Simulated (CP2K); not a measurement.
# SnTe (F-43m) in CP2K: notebook

One crystal, SnTe, is run at these levels: r2SCAN; tasks: single point, equation of state.

Everything below comes from runs of CP2K 2026.2. Logs are shortened: lines on timing, memory, paths and dates and some standing lists are left out, and cuts for length are marked.

### Step 1. Starting point

It takes space group F-43m (No. 216, cubic). The conventional cell has a = 7.222 Å, b = 7.222 Å, c = 7.222 Å, α = 90.00°, β = 90.00°, γ = 90.00°. Around Te (site symmetry -43m) lie 4 Sn at 3.13 Å. Around Sn (site symmetry -43m) lie 4 Te at 3.13 Å.

Measurements of this composition are mostly on another form, of space group No. 225.

### Step 2. Single point, r2SCAN, 47.09 Å³/atom

snte_eos.inp

```
&GLOBAL
  PROJECT snte_eos
  RUN_TYPE ENERGY_FORCE
  PRINT_LEVEL LOW
&END GLOBAL
&FORCE_EVAL
  METHOD QS
  STRESS_TENSOR ANALYTICAL
  &DFT
    BASIS_SET_FILE_NAME BASIS_MOLOPT_UZH
    POTENTIAL_FILE_NAME POTENTIAL_UZH
    &MGRID
      CUTOFF 675
      REL_CUTOFF 60
      NGRIDS 5
    &END MGRID
    &QS
      METHOD GPW
      EPS_DEFAULT 1.0E-10
    &END QS
    &KPOINTS
      SCHEME MONKHORST-PACK 7 7 7
      GAMMA_CENTERED T
      SYMMETRY T
      SYMMETRY_BACKEND SPGLIB
    &END KPOINTS
    &SCF
      SCF_GUESS ATOMIC
      EPS_SCF 1.0E-6
      MAX_SCF 100
      ADDED_MOS 10
      CHOLESKY OFF
      EPS_EIGVAL 1.0E-7
      &DIAGONALIZATION ON
        ALGORITHM STANDARD
      &END DIAGONALIZATION
      &MIXING ON
        METHOD BROYDEN_MIXING
        ALPHA 0.4
        BETA 1.5
        NBUFFER 8
      &END MIXING
      &SMEAR ON
        METHOD FERMI_DIRAC
        ELECTRONIC_TEMPERATURE [K] 300.557
      &END SMEAR
    &END SCF
    &XC
      &XC_FUNCTIONAL
        &MGGA_X_R2SCAN
        &END MGGA_X_R2SCAN
        &MGGA_C_R2SCAN
        &END MGGA_C_R2SCAN
      &END XC_FUNCTIONAL
    &END XC
    &PRINT
      &KPOINTS ON
      &END KPOINTS
      &MULLIKEN ON
      &END MULLIKEN
      &MO ON
        ENERGIES T
        OCCUPATION_NUMBERS T
        &EACH
          QS_SCF 0
        &END EACH
        ADD_LAST NUMERIC
      &END MO
    &END PRINT
  &END DFT
  &SUBSYS
    &CELL
      A 5.1069316489 0.0000000000 0.0000000000
      B 2.5534658245 4.4227325433 0.0000000000
      C 2.5534658245 1.4742441811 4.1697922304
      PERIODIC XYZ
    &END CELL
    &COORD
      SCALED
      Te  0.2500000000 0.2500000000 0.2500000000
      Sn  0.0000000000 0.0000000000 0.0000000000
    &END COORD
    &KIND Te
      BASIS_SET TZVP-MOLOPT-SCAN-GTH-q6
      POTENTIAL GTH-SCAN-q6
    &END KIND
    &KIND Sn
      BASIS_SET TZVP-MOLOPT-SCAN-GTH-q4
      POTENTIAL GTH-SCAN-q4
    &END KIND
    &PRINT
      &ATOMIC_COORDINATES ON
      &END ATOMIC_COORDINATES
      &CELL ON
      &END CELL
    &END PRINT
  &END SUBSYS
  &PRINT
    &FORCES ON
    &END FORCES
    &STRESS_TENSOR ON
    &END STRESS_TENSOR
  &END PRINT
&END FORCE_EVAL
```

Potentials or basis: POTENTIAL_UZH Te GTH-SCAN-q6, Sn GTH-SCAN-q4; TZVP-MOLOPT-SCAN-GTH basis.

The run is started by

```bash
$ OMP_NUM_THREADS=1 cp2k.psmp -i snte_eos.inp -o snte_eos.out
```

snte_eos.out:

```text

 CP2K| version string:                                       CP2K version 2026.2
 CP2K| Input file name                                              snte_eos.inp

 GLOBAL| Force Environment number                                              1
 GLOBAL| Basis set file name                                    BASIS_MOLOPT_UZH
 GLOBAL| Potential file name                                       POTENTIAL_UZH
 GLOBAL| MM Potential file name                                     MM_POTENTIAL
 GLOBAL| Coordinate file name                                      __STD_INPUT__
 GLOBAL| Method name                                                        CP2K
 GLOBAL| Project name                                                   snte_eos
 GLOBAL| Run type                                                   ENERGY_FORCE
 GLOBAL| FFT library                                                       FFTW3
[... 6 lines left out ...]
 GLOBAL| Total number of message passing processes                             1
 GLOBAL| Number of threads for this process                                    1
 GLOBAL| CPU model name                          AMD EPYC 9R45 96-Core Processor

 CELL| Volume [angstrom^3]:                                            94.181399
 CELL| Vector a [angstrom]:       5.107     0.000     0.000   |a| =     5.106932
 CELL| Vector b [angstrom]:       2.553     4.423     0.000   |b| =     5.106932
 CELL| Vector c [angstrom]:       2.553     1.474     4.170   |c| =     5.106932
 CELL| Angle (b,c), alpha [degree]:                                    60.000000
 CELL| Angle (a,c), beta  [degree]:                                    60.000000
 CELL| Angle (a,b), gamma [degree]:                                    60.000000
 CELL| Numerically orthorhombic:                                              NO
 CELL| Periodicity                                                           XYZ

 CELL_REF| Volume [angstrom^3]:                                        94.181399
 CELL_REF| Vector a [angstrom     5.107     0.000     0.000   |a| =     5.106932
 CELL_REF| Vector b [angstrom     2.553     4.423     0.000   |b| =     5.106932
 CELL_REF| Vector c [angstrom     2.553     1.474     4.170   |c| =     5.106932
 CELL_REF| Angle (b,c), alpha [degree]:                                60.000000
 CELL_REF| Angle (a,c), beta  [degree]:                                60.000000
[... 13 lines left out ...]

  Total number of            - Atomic kinds:                                   2
                             - Atoms:                                          2
                             - Shell sets:                                     2
                             - Shells:                                        14
                             - Primitive Cartesian functions:                  8
                             - Cartesian basis functions:                     36
                             - Spherical basis functions:                     34

  Maximum angular momentum of- Orbital basis functions:                        2
                             - Local part of the GTH pseudopotential:          0
                             - Non-local part of the GTH pseudopotential:      4

 MODULE QUICKSTEP: ATOMIC COORDINATES IN ANGSTROM

   Atom Kind Element         X             Y             Z       Z(eff)     Mass
      1    1 Te   52      2.553466      1.474244      1.042448   6.0000 127.6000
      2    2 Sn   50      0.000000      0.000000      0.000000   4.0000 118.7100

 SCF PARAMETERS         Density guess:                                    ATOMIC
                        --------------------------------------------------------
                        max_scf:                                             100
[... 7 lines left out ...]
                        --------------------------------------------------------
                        level_shift [a.u.]:                             0.000000
                        added MOs                                        10    0
                        --------------------------------------------------------
                        Mixing method:                            BROYDEN_MIXING
                                                charge density mixing in g-space
                        --------------------------------------------------------
                        Smear method:                                FERMI_DIRAC
                        Electronic temperature [K]:                        300.6
                        Electronic temperature [a.u.]:                  9.52E-04
                        Accuracy threshold:                             1.00E-10
                        --------------------------------------------------------
                        No outer SCF

 *******************************************************************************
[... 31 lines left out ...]
[... 27 lines left out ...]
    12 Broy./Diag. 0.40E+00    0.8     0.00008755       -11.7045804242 -3.46E-04
    13 Broy./Diag. 0.40E+00    0.8     0.00002751       -11.7046170062 -3.66E-05
    14 Broy./Diag. 0.40E+00    0.8     0.00000462       -11.7046447231 -2.77E-05
    15 Broy./Diag. 0.40E+00    0.8     0.00000388       -11.7046642913 -1.96E-05
    16 Broy./Diag. 0.40E+00    0.8     0.00000375       -11.7046847123 -2.04E-05
    17 Broy./Diag. 0.40E+00    0.8     0.00000127       -11.7046840862  6.26E-07
    18 Broy./Diag. 0.40E+00    0.8     0.00000062       -11.7046862721 -2.19E-06

  *** SCF run converged in    18 steps ***

  Electronic density on regular grids:        -10.0000000000       -0.0000000000
  Core density on regular grids:                9.9999999966       -0.0000000034
  Total charge density on r-space grids:       -0.0000000034
  Total charge density g-space grids:          -0.0000000034

  Overlap energy of the core charge distribution:               0.00000000001818
  Self energy of the core charge distribution:                -25.22742423093862
  Core Hamiltonian energy:                                      5.09031235341751
  Hartree energy:                                              11.20372452542415
  Exchange-correlation energy:                                 -2.77129828950580
  Electronic entropic energy:                                  -0.00000063052926
  Fermi energy:                                                 0.06478633546346

  Total energy:                                               -11.70468627209667
  Total energy (extrapolated to T->0):                        -11.70468595683204

 MO| EIGENVALUES AND OCCUPATION NUMBERS FOR K POINT 1
 MO|
 MO|  Index      Eigenvalue [a.u.]        Eigenvalue [eV]             Occupation
 MO|      1              -0.359848              -9.791951               2.000000
 MO|      2              -0.201407              -5.480560               2.000000
 MO|      3              -0.035222              -0.958440               2.000000
 MO|      4              -0.035222              -0.958440               2.000000
 MO|      5              -0.013335              -0.362851               2.000000
 MO|      6               0.132932               3.617274               0.000000
 MO|      7               0.132932               3.617274               0.000000
 MO|      8               0.187364               5.098447               0.000000
 MO|      9               0.365076               9.934221               0.000000
 MO|     10               0.400609              10.901124               0.000000
 MO|     11               0.400609              10.901124               0.000000
 MO|     12               0.439742              11.965979               0.000000
 MO|     13               0.462379              12.581964               0.000000
[... 268 lines left out ...]
 MO|      5              -0.009484              -0.258080               2.000000
 MO|      6               0.124308               3.382600               0.000000
 MO|      7               0.124308               3.382600               0.000000
 MO|      8               0.143432               3.902992               0.000000
 MO|      9               0.346148               9.419172               0.000000
 MO|     10               0.365736               9.952174               0.000000
 MO|     11               0.365736               9.952174               0.000000
 MO|     12               0.488688              13.297879               0.000000
 MO|     13               0.521572              14.192694               0.000000
 MO|     14               0.521572              14.192694               0.000000
 MO|     15               0.556863              15.153003               0.000000
 MO| Sum:                                                              10.000000
 MO| E(Fermi):            0.064786 a.u.          1.762926 eV
 MO| Band gap:            0.133793 a.u.          3.640679 eV

 [... the levels of further k-points ...]

 !-----------------------------------------------------------------------------!
                     Mulliken Population Analysis

 #  Atom  Element  Kind  Atomic population                           Net charge
       1     Te       1          6.418398                             -0.418398
       2     Sn       2          3.581602                              0.418398
 # Total charge                             10.000000                 -0.000000

 !-----------------------------------------------------------------------------!

 ENERGY| Total FORCE_EVAL ( QS ) energy [hartree]            -11.704686445770477

 FORCES| Atomic forces [hartree/bohr]
 FORCES|   Atom     x               y               z               |f|
 FORCES|      1  9.02815240E-09  4.56775108E-09  3.08505598E-09   1.05777812E-08
 FORCES|      2 -2.21843777E-09 -6.36281604E-10 -3.04972490E-10   2.32794516E-09
 FORCES| Sum     6.80971463E-09  3.93146948E-09  2.78008349E-09
 FORCES| Total atomic force                                       8.34011569E-09

 STRESS| Analytical stress tensor [bar]
 STRESS|                        x                   y                   z
 STRESS|      x       -1.05139164758E+04   8.80711925620E-03   6.75595865837E-03
 STRESS|      y        8.80711925620E-03  -1.05139241367E+04   2.91315604208E-03
 STRESS|      z        6.75595865837E-03   2.91315604208E-03  -1.05139205624E+04
 STRESS| 1/3 Trace                                            -1.05139203916E+04
 STRESS| Determinant                                          -1.16223527621E+12

 STRESS| Eigenvectors and eigenvalues of the analytical stress tensor [bar]
 STRESS|                        1                   2                   3
 STRESS| Eigenvalues  -1.05139301439E+04  -1.05139241792E+04  -1.05139068518E+04
 STRESS|      x          -0.594312009271     -0.283947566214      0.752440705490
 STRESS|      y           0.783650094626     -0.414783176085      0.462436423771
 STRESS|      z           0.180792048580      0.864481750229      0.469026159923
```

It took 19 s on 1 thread of AMD EPYC 9R45 (Zen 5), shared host; peak memory 0.54 GiB.

What came out:

* Free energy: -318.5007 eV
* Pressure: -1.1 GPa
* Band gap on the k mesh: 0.39 eV, indirect (least direct gap 0.89 eV)
* Mulliken charges: Te -0.42; Sn +0.42 e

Caveat: Mulliken charges move with the basis; spin-orbit coupling is left out, which moves the levels of the heavy elements; an odd mesh through Γ misses points on the zone boundary, where band edges often lie; the basis of atomic orbitals isn't converged, which shifts pressures, moduli and gaps.

(Part 1 of 2 ends here.)
